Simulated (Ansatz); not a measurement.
# 2H-WOS monolayer in a perpendicular field, part 2 of 2

Wanted: the out-of-plane response of the 2H-WOS monolayer. A positive field points along +c.

Ansatz 0.2.0; plane-wave DFT, PBE-D3(BJ), Ansatz PAW (set soft_1); PAW set soft_1.

So far. Step 2 (Relaxing the slab): The lattice constant a goes from 3.053 to 2.989 Å.

## (3) Atoms held, field 0

A sawtooth potential applies the field, turning back in the middle of the vacuum. With the dipole correction the typed value is the field outside the slab. The induced dipole is small, so the SCF threshold is tight.

The cell differs from the one that the last finished run ended in (c 37.022 → 20.807 Å).

The input, input.yaml:

```yaml
crystal:
  lattice:
    - [2.9890718129, 0.0, 0.0]
    - [-1.4945359065, 2.5886121237, 0.0]
    - [0.0, 0.0, 20.8066099456]
  atoms:
    - { symbol: S, position: [0.3333333333, 0.6666666667, 0.4325548479] }
    - { symbol: W, position: [0.0, 0.0, 0.5112322916] }
    - { symbol: O, position: [0.3333333333, 0.6666666667, 0.5674451521] }
kpoints:
  mp_grid: { grid: [18, 18, 1] }
  band_path:
    path: [[0, 0, 0], [0.5, 0, 0], [0.33333333, 0.33333333, 0], [0, 0, 0]]
    npoints: 16
hamiltonian:
  xc: pbe
  dispersion: d3bj
  pseudopotentials: { kind: paw, azcp: { folder: soft_1 } }
scf:
  occupations: { method: fermi_dirac, width: 0.02585 }
  convergence: { dr2_threshold: 1.0e-10 }
efield:
  axis: 3
  dipole_correction: true
  ramp_position: 0.97
  ramp_width: 0.06
  amplitude: 0
output:
  dos: { projected: true, e_range: [-6, 5] }
  write_potential: true
  write_density: true
  volumetric_format: npy
  elf: true
```

The run is started by

```
$ ansatz run input.yaml --threads 2 --pin off --max-ram 3072MiB --backend cpu --events-out ev --progress --plain --runs-dir out
```

Log:

```text
[...]
Crystal: 3 atoms, lattice volume = 160.992 Å³
Basis set: ecut = 420 eV, 3057 PW (Γ)
Bands: 17, of which v1, the nominal top of the filled ones, is band 13 counted from 1 (12 counted from 0)
Symmetry: 6 space group operations
[...]
k-points: 37 of 324 (time reversal used)
[...]
SCF iter   1: F=—  HF=-11859.060624 eV  |F-HF|=—  |Δ(HF+E_count)|=         —  Δρ=6.07e-2  dr2=6.88e0  ethr=3.10e-3  p=0.000 e·Å  D=3.04e-8 V/Å  ΔV_dip=-0.00 eV  dr2_dipole=2.22e-1  V_vac-E_F(+/−)=5.71/5.71 eV  ⟨swp⟩=11.0  Hψ=5064  notcnv=0
efield: sawtooth ramp at fractional position 0.9700 (set: `efield.ramp_position`, or a place that a band, a saddle search or an elastic batch's reference lends), width 0.0600; the density the first Hamiltonian is built on has a dipole p = 0.000 e·Å; the dipole correction subtracts the counter field D = 3.04e-8 V/Å, which shifts the + side's vacuum level by -0.00 eV against the − side's; the planar-averaged density in the ramp window peaks in size at 4.3e-7 e/Å³
[...]
SCF iter   2: F=—  HF=-11861.192029 eV  |F-HF|=—  |Δ(HF+E_count)|=    2.13e0  Δρ=1.08e-1  dr2=4.29e1  ethr=3.10e-3  p=-0.314 e·Å  D=-3.53e-1 V/Å  ΔV_dip=7.35 eV  dr2_dipole=6.30e0  V_vac-E_F(+/−)=8.60/1.25 eV  ⟨swp⟩=5.6  Hψ=2426  notcnv=0  recentre
[...]
SCF iter  14: F=-11857.472264 eV  HF=-11857.472264 eV  |F-HF|=1.46e-11  |Δ(HF+E_count)|=  8.37e-11  Δρ=7.26e-8  dr2=9.07e-12  ethr=1.00e-12  p=-0.071 e·Å  D=-7.93e-2 V/Å  ΔV_dip=1.65 eV  dr2_dipole=1.98e-13  V_vac-E_F(+/−)=5.65/4.00 eV  ⟨swp⟩=4.6  Hψ=2319  notcnv=0
SCF 1 converged in 14 iterations: F = -11857.472264 eV  dr2 = 9.07e-12
[...]
NSCF: frozen V_eff on 49 k-points
efield: sawtooth ramp at fractional position 0.9700 (kept from the solve that this one continues, or follows in the run), width 0.0600; the density the first Hamiltonian is built on has a dipole p = -0.071 e·Å; the dipole correction subtracts the counter field D = -7.93e-2 V/Å, which shifts the + side's vacuum level by +1.65 eV against the − side's; the planar-averaged density in the ramp window peaks in size at 8.0e-7 e/Å³
[...]
SCF converged after 14 iterations
Free energy (F): -11857.472264 eV
[...]
Internal energy: -11857.472264 eV  (E = F + TS)
E sigma→0 (E₀):  -11857.472264 eV
Fermi energy:    -0.007173 eV
Dipole field:    D = -0.079257 V/Å  (p = -0.070514 e·Å, saw-weighted, corrected)
Work function:   Φ+ = 5.6458 eV   Φ− = 3.9968 eV
Levels:          The Fermi level and band energies are counted from a zero that moves with the ramp; work functions are not
[...]
--- Band table (eV; the first three rows and the last of 37) ---
  k-point 0: bands = [... 9 lower, -4.3457, -2.9872, -2.9872, -0.8383, 1.5689, 1.5689, 2.1267, 2.1267]
  k-point 1: bands = [... 9 lower, -4.3308, -3.1109, -3.0395, -0.8894, 1.5042, 1.5743, 2.0250, 2.1911]
  k-point 2: bands = [... 9 lower, -4.3752, -3.3832, -3.1669, -1.0731, 1.3916, 1.5631, 1.8435, 2.3956]
  k-point 36: bands = [... 9 lower, -5.8414, -5.0240, -4.0461, -1.7424, 0.8282, 2.3406, 3.2528, 4.0398]
```

Wall time 6.4 s (2 threads of Intel Xeon 6975P-C (Granite Rapids), shared host); peak memory 0.49 GiB.

Numbers from this step:

```yaml
gap_on_the_k_mesh: 1.667 eV
dipole_along_the_normal: -0.07051 e·Å
gap_along_the_path: 1.667 eV
smallest_direct_gap_along_the_path: 2.395 eV
step_between_the_vacuum_levels: 1.649 eV
ionisation_energy_upper_face: 6.477 eV
electron_affinity_upper_face: 4.810 eV
ionisation_energy_lower_face: 4.828 eV
gap_the_smaller_of_path_and_mesh: 1.667 eV
```

Running mean over a fixed 2.7 Å (it still follows the layers) of the planar mean; the ramp of the sawtooth is left out. Table of electron's electrostatic potential energy less the Fermi level by z:

z (Å), electron's electrostatic potential energy less the Fermi level (eV) and a bar from the least value:
```
      3.0        4.0 ###########################
      3.5        4.0 ###########################
      4.0        4.0 ###########################
      4.5        4.0 ###########################
      5.0        4.0 ###########################
      5.5        4.0 ###########################
      6.0        4.0 ###########################
      6.5        3.8 ###########################
      7.0        3.1 ##########################
      7.5        0.8 ######################
      8.0       -2.0 ##################
      8.5       -4.4 ##############
      9.0       -7.6 #########
      9.5      -11.3 ###
     10.0      -13.2 
     10.5      -12.9 
     11.0      -11.6 ###
     11.5       -9.0 #######
     12.0       -4.9 #############
     12.5       -0.8 ####################
     13.0        2.5 #########################
     13.5        4.7 #############################
     14.0        5.5 ##############################
     14.5        5.6 ##############################
     15.0        5.6 ##############################
     15.5        5.6 ##############################
     16.0        5.6 ##############################
     16.5        5.6 ##############################
     17.0        5.6 ##############################
     17.5        5.6 ##############################
```

The density of states has structure finer than the step of the table below, so its rows give means over 0.2 eV. Peaks (eV: height): -5.75: 6.15, -5.39: 5.50, -3.85: 18.6, -3.35: 4.80, -2.14: 6.56, 1.17: 5.16, 1.55: 7.50.

Density of states against energy, zero at the Fermi level of the run, which the smearing sets inside the gap; means over each step:

```
energy (eV)  density of states (states/eV a cell)
       -5.8                                  4.13
       -5.6                                  2.63
       -5.4                                  3.13
       -5.2                                 0.895
       -5.0                                  1.35
       -4.8                                 0.813
       -4.6                                 0.882
       -4.4                                  1.22
       -4.2                                 0.892
       -4.0                                  2.37
       -3.8                                  7.13
       -3.6                                  2.33
       -3.4                                  3.16
       -3.2                                  2.29
       -3.0                                 0.364
       -2.8                                     0
       -2.6                                     0
       -2.4                                 0.334
       -2.2                                  3.39
       -2.0                                  2.97
       -1.8                                  1.59
       -1.6                                 0.420
       -1.4                                 0.364
       -1.2                                 0.347
       -1.0                                 0.357
       -0.8                                 0.123
       -0.6                                     0
       -0.4                                     0
       -0.2                                     0
        0.0                                     0
        0.2                                     0
        0.4                                     0
        0.6                                     0
        0.8                                0.0643
        1.0                                  1.67
        1.2                                  4.19
        1.4                                  2.41
        1.6                                  4.03
```

Projected DOS per atom over height of the atomic layer and energy from the Fermi level. Layers: S W O from below.

Ten even steps from '0' (0.00 states/eV) to '9' (2.10 states/eV), each cell a mean:
```
281
391
130
000
000
000
000
000
000
010
172
062
000
000
741
924
513
201
101
202
327
149
```
Columns: height of the atomic layer (Å) from 9 to 11.8 (not evenly spaced); rows upwards: energy from the Fermi level (eV) from -5.96 to 1.78.

Electronic bands along the path, in eV, zero at the Fermi level of the run, which the smearing sets inside the gap:

```
  point  band 10  band 11  band 12  band 13  band 14  band 15  band 16  band 17
      Γ    -4.34    -2.98    -2.98    -0.83     1.58     1.58     2.13     2.13
halfway    -5.42    -3.72    -3.37    -2.01     1.17     1.57     2.20     3.23
      M    -5.92    -3.85    -3.08    -2.14     1.76     2.29     2.84     3.88
halfway    -5.46    -4.45    -3.88    -1.86     1.37     2.32     3.30     3.39
      K    -5.83    -5.02    -4.04    -1.74     0.84     2.35     3.26     4.05
halfway    -5.26    -4.16    -3.44    -2.06     1.00     1.90     2.20     3.42
      Γ    -4.34    -2.98    -2.98    -0.83     1.58     1.58     2.13     2.13
```

ELF in the ca plane at fractional y = 0.667, with atoms of S and O within 0.2 Å of it. It is the smooth field of the valence electrons, not physical close to the nuclei.

Ten even steps from '0' (0.00) to '9' (0.94), each cell a mean:
```
00000000000001233312431110000000000000000000
00000000000001123312431110000000000000000000
00000000000135777742222454210000000000000000
00000000002589976873126888631000000000000000
00000000014799931474147579852000000000000000
00000000014799930474147569852000000000000000
00000000002589976773136888631000000000000000
00000000000246788752223565310000000000000000
```
Columns run along c (16.0 Å, from fractional 0.15 to 0.92 of the cell), rows up along a (3.0 Å). Atoms in or near the plane, at fractional coordinates: S at (0.43, 0.33), O at (0.57, 0.33).

Valence density in the ca plane at fractional y = 0.667, with atoms of S and O within 0.2 Å of it. It is the smooth field of the valence electrons, not physical close to the nuclei.

Values in e/Å³, 5 rows by 16 columns, each cell a mean:
```
0.0 0.0 0.0 0.0 0.0 0.0 0.1 0.3 0.6 0.7 0.1 0.0 0.0 0.0 0.0 0.0
0.0 0.0 0.0 0.0 0.0 0.0 0.2 0.5 0.5 0.6 0.3 0.0 0.0 0.0 0.0 0.0
0.0 0.0 0.0 0.0 0.0 0.0 0.6 1.0 0.5 1.3 2.9 0.1 0.0 0.0 0.0 0.0
0.0 0.0 0.0 0.0 0.0 0.0 0.7 0.8 0.6 1.7 4.3 0.1 0.0 0.0 0.0 0.0
0.0 0.0 0.0 0.0 0.0 0.0 0.3 0.8 0.5 0.6 0.7 0.0 0.0 0.0 0.0 0.0
```
Columns run along c (16.0 Å, from fractional 0.09 to 0.86 of the cell), rows up along a (3.0 Å). Atoms in or near the plane, at fractional coordinates: S at (0.43, 0.33), O at (0.57, 0.33).

Electrostatic potential energy in the ca plane at fractional y = 0.667, with atoms of S and O within 0.2 Å of it. With pseudopotentials it is smooth inside the atoms' cores, unlike the true potential.

Values in eV, 5 rows by 16 columns, each cell a mean:
```
  5   5   4   4   4   4   3  -1 -15 -17   1   5   5   5   5   5
  5   5   4   4   4   4   0  -8 -10 -11   1   5   5   5   5   5
  5   5   4   4   4   4 -12 -36  -8 -13 -23   5   5   5   5   5
  5   5   4   4   4   4 -15 -36  -9 -17 -30   5   5   5   5   5
  5   5   4   4   4   4  -2 -18  -8  -9  -4   5   5   5   5   5
```
Columns run along c (16.0 Å, from fractional 0.09 to 0.86 of the cell; values clipped at the 3rd and 97th percentile), rows up along a (3.0 Å). Atoms in or near the plane, at fractional coordinates: S at (0.43, 0.33), O at (0.57, 0.33).

The gap is 1.67 eV, with the valence edge 6.48 eV and the conduction edge 4.81 eV under the upper vacuum level. Spin-orbit coupling, left out in this run, matters for the bands of elements this heavy.

## (4) Atoms held, field 0.1 V/Å

Edit input.yaml of step 3 so:

```diff
@@ -24,7 +24,6 @@
   dipole_correction: true
-  ramp_position: 0.97
-  ramp_width: 0.06
-  amplitude: 0
+  ramp_position: 0.9279
+  ramp_width: 0.1442
+  amplitude: 0.1
 output:
-  dos: { projected: true, e_range: [-6, 5] }
   write_potential: true
@@ -32,2 +31 @@
   volumetric_format: npy
-  elf: true
```

Log:

```text
[...]
Crystal: 3 atoms, lattice volume = 160.992 Å³
Basis set: ecut = 420 eV, 3057 PW (Γ)
Bands: 17, of which v1, the nominal top of the filled ones, is band 13 counted from 1 (12 counted from 0)
Symmetry: 6 space group operations
[...]
k-points: 37 of 324 (time reversal used)
[...]
--- Band table (eV; the first three rows and the last of 37) ---
  k-point 0: bands = [... 9 lower, -4.3727, -3.0105, -3.0105, -0.8546, 1.5506, 1.5506, 2.1002, 2.1002]
  k-point 1: bands = [... 9 lower, -4.3576, -3.1344, -3.0630, -0.9058, 1.4856, 1.5553, 1.9978, 2.1653]
  k-point 2: bands = [... 9 lower, -4.4004, -3.4084, -3.1910, -1.0895, 1.3700, 1.5429, 1.8192, 2.3712]
  k-point 36: bands = [... 9 lower, -5.8589, -5.0397, -4.0675, -1.7641, 0.8080, 2.3122, 3.2319, 4.0144]
[key lines of the parts left out:]
SCF converged after 14 iterations
Free energy (F): -11857.466132 eV
Fermi energy:    -0.025502 eV
Dipole field:    D = -0.058582 V/Å  (p = -0.052120 e·Å, saw-weighted, corrected)
```

Elapsed: 6.4 s, on 2 threads; peak memory 0.44 GiB; 13 s of CPU time.

The dipole is -0.0521 e·Å, 0.0184 e·Å from its value without field, and the gap 1.663 eV.

## (5) Single point, field -0.1 V/Å

Edit input.yaml of step 4 so:

```diff
@@ -26,3 +26,3 @@
   ramp_width: 0.1442
-  amplitude: 0.1
+  amplitude: -0.1
 output:
```

Log:

```text
[...]
Crystal: 3 atoms, lattice volume = 160.992 Å³
Basis set: ecut = 420 eV, 3057 PW (Γ)
Bands: 17, of which v1, the nominal top of the filled ones, is band 13 counted from 1 (12 counted from 0)
Symmetry: 6 space group operations
[...]
k-points: 37 of 324 (time reversal used)
[...]
--- Band table (eV; the first three rows and the last of 37) ---
  k-point 0: bands = [... 9 lower, -4.3193, -2.9647, -2.9647, -0.8227, 1.5866, 1.5866, 2.1526, 2.1526]
  k-point 1: bands = [... 9 lower, -4.3048, -3.0879, -3.0167, -0.8738, 1.5219, 1.5925, 2.0514, 2.2164]
  k-point 2: bands = [... 9 lower, -4.3507, -3.3587, -3.1434, -1.0573, 1.4121, 1.5827, 1.8670, 2.4194]
  k-point 36: bands = [... 9 lower, -5.8247, -5.0088, -4.0251, -1.7213, 0.8478, 2.3683, 3.2730, 4.0646]
[key lines of the parts left out:]
SCF converged after 14 iterations
Free energy (F): -11857.480234 eV
Fermi energy:    0.010468 eV
Dipole field:    D = -0.099905 V/Å  (p = -0.088886 e·Å, saw-weighted, corrected)
```

Wall time 6.5 s (2 threads); peak memory 0.44 GiB.

The dipole is -0.0889 e·Å, -0.0184 e·Å from its value without field, and the gap 1.671 eV.

## (6) Response, atoms held

This step: plane-wave DFT, PBE-D3(BJ), Ansatz PAW (set soft_1); response to a field along the normal, atoms held; PAW set soft_1 (Ansatz 0.2.0).

The dipoles give the slope, and the difference of two potentials shows where the field is screened.

This step gave:

```yaml
equivalent_conductor_thickness_p_eps_0ae: 4.299 Å
distance_between_the_outer_atoms: 2.807 Å
```

Table of dipole of the cell by applied field:

| applied field (V/Å) | dipole of the cell (e·Å) |
| --- | --- |
| -0.1000 | -0.0889 |
| 0.0000 | -0.0705 |
| 0.1000 | -0.0521 |

Local field over the applied field, running mean. From the potentials at -0.1 and 0.1 V/Å; running mean over 2.5 Å. The local field over applied field by z:

| z (Å) | local field over applied field |
| --- | --- |
| 4.05 | 1.000 |
| 4.33 | 0.999 |
| 4.77 | 0.998 |
| 5.06 | 0.996 |
| 5.49 | 0.990 |
| 5.78 | 0.981 |
| 6.07 | 0.966 |
| 6.50 | 0.921 |
| 6.79 | 0.868 |
| 7.08 | 0.794 |
| 7.51 | 0.655 |
| 7.80 | 0.555 |
| 8.24 | 0.397 |
| 8.52 | 0.295 |
| 8.81 | 0.208 |
| 9.25 | 0.117 |
| 9.54 | 0.0822 |
| 9.83 | 0.0636 |
| 10.26 | 0.0575 |
| 10.55 | 0.0743 |
| 10.98 | 0.131 |
| 11.27 | 0.187 |
| 11.56 | 0.258 |
| 11.99 | 0.392 |
| 12.28 | 0.492 |
| 12.57 | 0.596 |
| 13.00 | 0.740 |
| 13.29 | 0.822 |
| 13.73 | 0.918 |
| 14.02 | 0.956 |
| 14.30 | 0.977 |
| 14.74 | 0.992 |
| 15.03 | 0.996 |
| 15.32 | 0.998 |
| 15.75 | 0.999 |
| 16.04 | 1.000 |
| 16.47 | 1.000 |
| 16.76 | 1.000 |

Electrons, planar mean, per unit field. The induced electron density by z:

| z (Å) | induced electron density (e/Å³ per V/Å) |
| --- | --- |
| 4.05 | 1.7e-6 |
| 4.33 | 3.2e-6 |
| 4.77 | 8.6e-6 |
| 5.06 | 1.6e-5 |
| 5.49 | 4.4e-5 |
| 5.78 | 8.2e-5 |
| 6.07 | 1.5e-4 |
| 6.50 | 3.8e-4 |
| 6.79 | 6.8e-4 |
| 7.08 | 0.00119 |
| 7.51 | 0.00245 |
| 7.80 | 0.00339 |
| 8.24 | 0.00329 |
| 8.52 | 0.00174 |
| 8.81 | 9.6e-4 |
| 9.25 | 0.00122 |
| 9.54 | 8.8e-5 |
| 9.83 | -0.00104 |
| 10.26 | -2.7e-4 |
| 10.55 | 3.3e-4 |
| 10.98 | 4.5e-5 |
| 11.27 | -8.0e-4 |
| 11.56 | -0.00215 |
| 11.99 | -0.00187 |
| 12.28 | -0.00345 |
| 12.57 | -0.00349 |
| 13.00 | -0.00182 |
| 13.29 | -9.9e-4 |
| 13.73 | -3.7e-4 |
| 14.02 | -1.8e-4 |
| 14.30 | -8.8e-5 |
| 14.74 | -2.9e-5 |
| 15.03 | -1.4e-5 |
| 15.32 | -6.7e-6 |
| 15.75 | -2.3e-6 |
| 16.04 | -1.0e-6 |
| 16.47 | -3.7e-7 |
| 16.76 | -1.8e-7 |

The smaller of the gaps on the path and on the k-mesh, counted as 0 under 0.03 eV. Gap against applied field:

| applied field (V/Å) | gap (eV) |
| --- | --- |
| -0.1000 | 1.67 |
| 0.0000 | 1.67 |
| 0.1000 | 1.66 |

By hand: between -0.1 and 0.1 V/Å the dipole changes by 0.03677 e·Å, a slope of 0.1838 e·Å²/V. A perfect conductor of thickness t has p = ε₀AEt, so t = 180.95 × 0.1838 / 7.738 = 4.30 Å (e/ε₀ = 180.95 V·Å, A in Å²).

The induced dipole is that of a conductor 4.30 Å thick.

## (7) Results

| Item | Value |
| --- | --- |
| gap without field | 1.67 eV |
| ionisation energy, upper face | 6.48 eV |
| electron affinity, upper face | 4.81 eV |
| step between the vacuum levels | 1.65 eV |
| equivalent conductor thickness, atoms held | 4.30 Å |

What this shows: The induced dipole equals that of a perfect conductor 4.30 Å thick, while the outer atoms lie 2.81 Å apart; an out-of-plane ε follows only once a thickness t is chosen, by 1 − 1/ε = 4.30 Å / t. The two faces differ: the vacuum level above lies 1.65 eV higher than the one below. The gap stays within 0.01 eV of 1.67 eV over the fields run, up to 0.1 V/Å in size. Semilocal functionals give gaps that are too small, and excitons are not included. Spin-orbit coupling is left out, which matters for the bands of elements this heavy.

[Long decimals in the printed logs are rounded to 6 places.]

[Logs are printed without paths, hosts, clocks, repeated set-up lines and the standing remarks that a program may print on its own settings, such as how far it seeks lower states.]

[Hosts, paths, dates, database ids (printed as entryN), source tags and the programs' standing remarks are cut or masked in the printed files.]

[Maps of the electrostatic potential energy from Ansatz leave out the sawtooth potential of an applied field or a dipole correction, so their vacuum need not be flat; planar profiles and work functions include it.]

[The density of states shown here was stored with 400 of the rows of the run's finer table, so its peaks can read low, often by over a quarter, or be missed, and its means over a window can be off by a tenth or more.]
